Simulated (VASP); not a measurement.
Wanted: the native input for a VASP 6.6.1 run.

| Item | Value |
| --- | --- |
| Task | single point |
| Functional | PBE |
| Potentials or basis | VASP PAW PBE potentials, release 64 (Rh_pv) |
| Cutoff | 520 eV |
| k mesh | 20 × 20 × 20 |
| Occupations | gaussian, width 0.05 eV |
| Spin | non-collinear spin, zero start, spin-orbit coupling |
| Starting moments | [[0.0, 0.0, 0.0]] μB |
| Dipole correction | no |
| Further INCAR settings | ALGO = Fast; EDIFF = 1e-06; NBANDS = 26 |

The structure of Rh lies in POSCAR:

```
Rh
1.0
   -1.5352354798      1.5352354798      1.5352354798
    1.5352354798     -1.5352354798      1.5352354798
    1.5352354798      1.5352354798     -1.5352354798
Rh
1
Direct
    0.0000000000      0.0000000000      0.0000000000
```

The cell was built by a generator and needn't be a form met in nature.

One way to write it, as run:

INCAR

```
SYSTEM = Rh
PREC     = Accurate       ! precision mode
ENCUT    = 520            ! plane-wave cutoff, eV
EDIFF    = 1E-6           ! SCF threshold, eV
ISMEAR   = 0              ! smearing method
SIGMA    = 0.05           ! smearing width, eV
LREAL    = .False.        ! projectors in reciprocal space
LASPH    = .True.         ! aspherical terms in the spheres
NELM     = 150            ! most SCF steps
ALGO     = Fast           ! electronic algorithm
ISIF     = 2              ! what is computed and relaxed
LWAVE    = .False.        ! write WAVECAR
LCHARG   = .False.        ! write CHGCAR
LNONCOLLINEAR= .True.         ! non-collinear magnetism
MAGMOM   = 0 0 0          ! initial moments
LORBIT   = 11             ! projections on sites
LSORBIT  = .True.         ! spin-orbit coupling
GGA_COMPAT= .False.      
LORBMOM  = .True.       
LMAXMIX  = 4              ! l up to which the mixer works
GGA      = PE             ! functional
NBANDS   = 26             ! bands
```

KPOINTS

```
Automatic mesh
0
Gamma
  20 20 20
  0 0 0
```

Potentials or basis: VASP PAW PBE potentials, release 64 (Rh_pv).

Launch:

```bash
$ cat potpaw_PBE.64/Rh_pv/POTCAR > POTCAR
$ mpirun -np 1 vasp_ncl > vasp.out
```

Results of the run:

```json
{
 "Pressure": "0.2 GPa",
 "Net moment": "0.00 μB per cell",
 "Valence electrons inside the program's atomic spheres": "Rh 13.73"
}
```

Wall time 2.4 min on 1 thread of Intel(R) Xeon(R) Platinum 8488C (Sapphire Rapids), with other jobs on the host, peak memory 0.25 GiB.
